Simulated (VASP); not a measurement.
# Pd (P6_3/mmc) in VASP: notebook

One crystal, Pd, is run at these levels: PBEsol, RPBE; tasks: relaxation of cell and atoms.

Program: VASP 6.6.1. These are calculated values, not measurements. Logs are shortened: lines on timing, memory, paths and dates and some standing lists are left out, and cuts for length are marked.

## Step 1: Starting point

Symmetry: P6_3/mmc, No. 194, hexagonal system. Conventional cell: a = 2.750 Å, b = 2.750 Å, c = 4.490 Å, α = 90.00°, β = 90.00°, γ = 120.00°. Pd (site symmetry -6m2) has 12 Pd at 2.75 Å as nearest neighbours.

This isn't the form of Pd at room conditions, which is fcc.

## Step 2: Relaxation of cell and atoms, PBEsol

INCAR

```
SYSTEM = Pd
PREC = Accurate ; ENCUT = 580
EDIFF = 1E-7 ; ISMEAR = 0
SIGMA = 0.1 ; LREAL = .False.
LASPH = .True. ; NELM = 80
ALGO = Fast ; ISIF = 3
LWAVE = .False. ; LCHARG = .False.
GGA = PS ; IBRION = 2
NSW = 90 ; EDIFFG = -0.005
```

KPOINTS

```
regular mesh
0
Gamma
  18 18 10
  0 0 0
```

POSCAR

```
Pd
1.0
    2.7496501800      0.0000000000      0.0000000000
   -1.3748250900      2.3812669000      0.0000000000
    0.0000000000      0.0000000000      4.4901787400
Pd
2
Direct
    0.3333333300      0.6666666700      0.2500000000
    0.6666666700      0.3333333300      0.7500000000
```

Potentials or basis: VASP PAW PBE potentials, release 64 (Pd).

On the command line:

```sh
> cat potpaw_PBE.64/Pd/POTCAR > POTCAR
> mpirun -np 1 vasp_std > vasp.out
```

OUTCAR:

```text
SYSTEM = Pd
   PREC = Accurate
   ENCUT = 580
   EDIFF = 1E-7
   ISMEAR = 0
   LREAL = .False.
   LASPH = .True.
   NELM = 80
   ISIF = 3
   GGA = PS
   IBRION = 2
   NSW = 90
   EDIFFG = -0.005

 ion  position               nearest neighbor table
   1  0.333  0.667  0.250-   2 2.75   2 2.75   2 2.75   2 2.75   2 2.75   2 2.75
   2  0.667  0.333  0.750-   1 2.75   1 2.75   1 2.75   1 2.75   1 2.75   1 2.75

  LATTYP: Found a hexagonal cell.
 ALAT       =     2.7496501800
 C/A-ratio  =     1.6329999986

  Lattice vectors:

 A1 = (   2.7496501800,   0.0000000000,   0.0000000000)
 A2 = (  -1.3748250900,   2.3812669000,   0.0000000000)
 A3 = (   0.0000000000,   0.0000000000,   4.4901787400)

Analysis of symmetry for initial positions (statically):
=====================================================================
 Subroutine PRICEL returns:
 Original cell was already a primitive cell.

 Routine SETGRP: Setting up the symmetry group for a
 hexagonal supercell.

 Subroutine GETGRP returns: Found 24 space group operations
 (whereof 12 operations were pure point group operations)
 out of a pool of 24 trial point group operations.

The static configuration has the point symmetry D_3d.
 The point group associated with its full space group is D_6h.

Analysis of symmetry for dynamics (positions and initial velocities):
=====================================================================
 Subroutine PRICEL returns:
 Original cell was already a primitive cell.

 Routine SETGRP: Setting up the symmetry group for a
 hexagonal supercell.

 Subroutine GETGRP returns: Found 24 space group operations
 (whereof 12 operations were pure point group operations)
 out of a pool of 24 trial point group operations.

The dynamic configuration has the point symmetry D_3d.
 The point group associated with its full space group is D_6h.

 Subroutine INISYM returns: Found 24 space group operations
 (whereof 12 operations are pure point group operations),
 and found     1 'primitive' translations

----------------------------------------------------------------------------------------

                                     Primitive cell

  volume of cell :      29.4001

  direct lattice vectors                    reciprocal lattice vectors
     2.749650180  0.000000000  0.000000000     0.363682627  0.209972263  0.000000000
    -1.374825090  2.381266900  0.000000000     0.000000000  0.419944526  0.000000000
     0.000000000  0.000000000  4.490178740     0.000000000  0.000000000  0.222708284

  length of vectors
     2.749650180  2.749650174  4.490178740     0.419944525  0.419944526  0.222708284

  position of ions in fractional coordinates (direct lattice)
     0.333333330  0.666666670  0.250000000
     0.666666670  0.333333330  0.750000000

  ion indices of the primitive-cell ions
[... 99 lines left out ...]
   LORBIT       =      0    0 simple, 1 ext, 2 COOP (PROOUT), +10 PAW based schemes
   GGA     = PS    functional components
   LHFCALC =     F    Hartree Fock is set to
   AEXX    =    0.0000 exact exchange contribution
   IVDW    =     0    specifies the selected vdW correction
   LEPSILON=     F    determine dielectric tensor
   LRPA    =     F    only Hartree local field effects (RPA)
 conjugate gradient relaxation of ions
 non-spin polarized calculation
 RMM-DIIS sequential band-by-band and
 Gauss-broadening in eV      SIGMA  =   0.10
  energy-cutoff  :      580.00
  volume of cell :       29.40
 maximum number of plane-waves:       966
 NGX is ok and might be reduce to    24
   NGX = 11   NGY = 11   NGZ = 17

--------------------------------------- Ionic step        1  -------------------------------------------

 number of electron      19.9999997 magnetization

 Free energy of the ion-electron system (eV)
  ---------------------------------------------------
  ext. energy  EPLUGINS =         0.00000000
  ---------------------------------------------------
  free energy    TOTEN  =       -11.85328565 eV

  energy without entropy =      -11.82308391  energy(sigma->0) =      -11.83818478

------------------------ aborting loop because EDIFF is reached ----------------------------------------

  FORCE on cell =-STRESS in cart. coord.  units (eV):
  Direction    XX          YY          ZZ          XY          YZ          ZX
  --------------------------------------------------------------------------------------
  -------------------------------------------------------------------------------------
  Total       -0.4971149     -0.4971149      0.2042333     -0.0000000     -0.0000000      0.0000000
  in kB      -27.0905771    -27.0905769     11.1298146     -0.0000000     -0.0000000      0.0000000
  external PRESSURE =     -14.3504465 kB  Pullay stress =       0.0000000 kB
[... 23 lines left out ...]
--------------------------------------- Ionic step        2  -------------------------------------------

 number of electron      19.9999996 magnetization

 E-fermi :  10.0160     XC(G=0): -13.5188

 val. band max:       10.0157612371   @ k =   0.1667   0.1667   0.3000
 cond. band min:      10.0187720801   @ k =   0.3333   0.0556   0.0000
 fundamental gap:      0.0030108430
 Fermi energy:        10.0159615349

 k-point     1 :       0.0000    0.0000    0.0000
  band No.  band energies     occupation
      1       2.5896      2.00000
      2       4.4761      2.00000
      3       6.9503      2.00000
      4       7.1502      2.00000
      5       7.1502      2.00000
      6       7.5267      2.00000
      7       7.5267      2.00000
      8       8.2566      2.00000
      9       8.2566      2.00000
     10       9.7739      1.99938
     11       9.7739      1.99938
     12      10.7339      0.00000
     13      17.1899      0.00000
     14      27.1034      0.00000
[... 606 lines left out ...]
--------------------------------------- Ionic step        8  -------------------------------------------

 number of electron      19.9999994 magnetization

 Free energy of the ion-electron system (eV)
  ---------------------------------------------------
  ext. energy  EPLUGINS =         0.00000000
  ---------------------------------------------------
  free energy    TOTEN  =       -11.86107051 eV

  energy without entropy =      -11.83405674  energy(sigma->0) =      -11.84756362

 E-fermi :   9.8106     XC(G=0): -13.4446

 val. band max:        9.8071406254   @ k =   0.2778   0.1667   0.2000
 cond. band min:       9.8108645072   @ k =   0.3889   0.1111   0.0000
 fundamental gap:      0.0037238817
 Fermi energy:         9.8105763929

 k-point     1 :       0.0000    0.0000    0.0000
  band No.  band energies     occupation
      1       2.4795      2.00000
      2       4.3565      2.00000
      3       6.7393      2.00000
      4       6.9924      2.00000
      5       6.9924      2.00000
      6       7.3460      2.00000
      7       7.3460      2.00000
      8       8.1454      2.00000
      9       8.1454      2.00000
     10       9.5785      1.99897
     11       9.5785      1.99897
     12      10.4686      0.00000
     13      16.7420      0.00000
     14      26.9593      0.00000
[... 420 lines left out ...]
  FREE ENERGIE OF THE ION-ELECTRON SYSTEM (eV)
  ---------------------------------------------------
  free  energy   TOTEN  =       -11.8610705058 eV

  energy  without entropy=      -11.8340567355  energy(sigma->0) =      -11.84756362

 reached required accuracy - stopping structural energy minimisation
```

OSZICAR:

```text
N       E                     dE             d eps       ncg     rms          rms(c)
DAV:   1     0.118292899499E+03    0.11829E+03   -0.11496E+04  6216   0.154E+03
DAV:   2    -0.107387904347E+02   -0.12903E+03   -0.12322E+03  6546   0.306E+02
DAV:   3    -0.125906139861E+02   -0.18518E+01   -0.18314E+01  7536   0.419E+01
[... 71 lines left out ...]
RMM:   2    -0.118610771088E+02    0.33001E-03   -0.78881E-04  6216   0.274E-01    0.314E-02
RMM:   3    -0.118610707558E+02    0.63529E-05   -0.28895E-05  6216   0.443E-02    0.172E-02
RMM:   4    -0.118610702203E+02    0.53549E-06   -0.38434E-06  6216   0.179E-02    0.379E-03
RMM:   5    -0.118610704892E+02   -0.26885E-06   -0.49389E-07  5088   0.589E-03    0.882E-04
RMM:   6    -0.118610705058E+02   -0.16646E-07   -0.79865E-08  3617   0.215E-03
   8 F= -.11861071E+02 E0= -.11847564E+02  d E =-.234407E-04
```

CONTCAR:

```text
Pd
   1.00000000000000
     2.7178149027394261   -0.0000000000000000    0.0000000000000000
    -1.3589074513697130    2.3536967414132532   -0.0000000000000000
     0.0000000000000000   -0.0000000000000000    4.5621676879515558
  Pd
     2
Direct
     0.3333333300000021    0.6666666699999979    0.2500000000000000
     0.6666666699999979    0.3333333300000021    0.7500000000000000

  0.00000000E+00  0.00000000E+00  0.00000000E+00
  0.00000000E+00  0.00000000E+00  0.00000000E+00
```

It took 3.5 min on 1 thread of Intel Xeon Platinum 8488C (Sapphire Rapids), shared host; peak memory 0.23 GiB.

What came out:

```yaml
Free_energy: -11.8611 eV
Relaxed_volume: 14.59 Å³/atom
Relaxed_cell: a = 2.718 Å, b = 2.718 Å, c = 4.562 Å, α = 90.00°, β = 90.00°, γ = 120.00°
Space_group_after_relaxing_to_0.05_Å: P6_3/mmc (No. 194)
Energy_gained_by_relaxing: 3.9 meV/atom
Ionic_steps: 8
Pressure_after_relaxing: 0.0 GPa
Band_gap_on_the_k_mesh: none (metal or under the smearing width)
```

Step by step:
| step | energy change (eV) | largest force (eV/Å) | pressure (GPa) | volume (Å³) |
| --- | --- | --- | --- | --- |
| 1 | 0.0000 | 0.0000 | -1.44 | 29.40 |
| 2 | -0.0042 | 0.0000 | 2.45 | 28.84 |
| 3 | -0.0049 | 0.0000 | 1.37 | 28.99 |
| 4 | -0.0077 | 0.0000 | -0.01 | 29.18 |
| 5 | -0.0078 | 0.0000 | 0.23 | 29.15 |
| 6 | -0.0078 | 0.0000 | 0.19 | 29.16 |
| 7 | -0.0078 | 0.0000 | -0.23 | 29.21 |
| 8 | -0.0078 | 0.0000 | -0.01 | 29.18 |

Final structure:
```yaml
crystal:
  lattice:
    - [2.71781, 0.00000, 0.00000]
    - [-1.35891, 2.35370, 0.00000]
    - [0.00000, 0.00000, 4.56217]
  atoms:
    - { symbol: Pd, position: [0.33333, 0.66667, 0.25000] }
    - { symbol: Pd, position: [0.66667, 0.33333, 0.75000] }
```

Caveat: the PAW data sets were made with another functional, which shifts forces and pressure a little.

## Step 3: Relaxation of cell and atoms, RPBE

INCAR

```
SYSTEM = Pd
PREC = Accurate ; ENCUT = 600
EDIFF = 1E-7 ; ISMEAR = 0
SIGMA = 0.1 ; LREAL = .False.
LASPH = .True. ; NELM = 80
ALGO = Fast ; ISIF = 3
LWAVE = .False. ; LCHARG = .False.
GGA = RP ; IBRION = 2
NSW = 90 ; EDIFFG = -0.005
```

KPOINTS is that of step 2.

POSCAR is that of step 2.

Potentials or basis: VASP PAW PBE potentials, release 64 (Pd).

On the command line:

```sh
> cat potpaw_PBE.64/Pd/POTCAR > POTCAR
> mpirun -np 1 vasp_std > vasp.out
```

Run time: 4.2 min. Hardware: 1 thread of Intel Xeon Platinum 8488C (Sapphire Rapids), shared host; peak memory 0.24 GiB.

It converged, with:

- Free energy: -9.2067 eV
- Relaxed volume: 15.81 Å³/atom
- Relaxed cell: a = 2.793 Å, b = 2.793 Å, c = 4.682 Å, α = 90.00°, β = 90.00°, γ = 120.00°
- Space group after relaxing (to 0.05 Å): P6_3/mmc (No. 194)
- Energy gained by relaxing: 45.0 meV/atom
- Ionic steps: 10
- Pressure after relaxing: 0.0 GPa
- Band gap on the k mesh: none (metal or under the smearing width)

Step by step:
```csv
step,energy change (eV),largest force (eV/Å),pressure (GPa),volume (Å³)
1,0.0000,0.0000,13.20,29.40
2,0.0318,0.0000,-10.74,34.86
3,-0.0871,0.0000,-0.28,31.71
4,-0.0872,0.0000,-0.13,31.66
5,-0.0893,0.0000,-0.06,31.64
6,-0.0900,0.0000,0.03,31.62
7,-0.0901,0.0000,0.09,31.61
8,-0.0901,0.0000,0.07,31.61
9,-0.0901,0.0000,-0.09,31.65
10,-0.0901,0.0000,0.01,31.63
```

Final structure:
```
Pd
1.0
     2.79295    0.00000    0.00000
    -1.39647    2.41876    0.00000
     0.00000    0.00000    4.68168
Pd
2
Direct
  0.33333 0.66667 0.25000
  0.66667 0.33333 0.75000
```

Levels at points of the mesh, in eV from the Fermi level:
```
           k point  band 6  band 7  band 8  band 9  band 10  band 11  band 12  band 13  band 14
(0.00, 0.00, 0.00)   -2.14   -2.14   -1.46   -1.46    -0.21    -0.21     1.00     6.46    17.09
(0.50, 0.00, 0.00)   -1.93   -1.52    0.01    0.03     0.19     2.55     4.39     9.32     9.60
(0.00, 0.00, 0.50)   -2.48   -2.48   -2.48   -0.63    -0.63    -0.63    -0.63    13.43    13.43
(0.50, 0.00, 0.50)   -1.36   -0.39   -0.39    0.12     0.12     2.70     2.70     7.82     7.82
```

Caveat: the PAW data sets were made with another functional, which shifts forces and pressure a little.
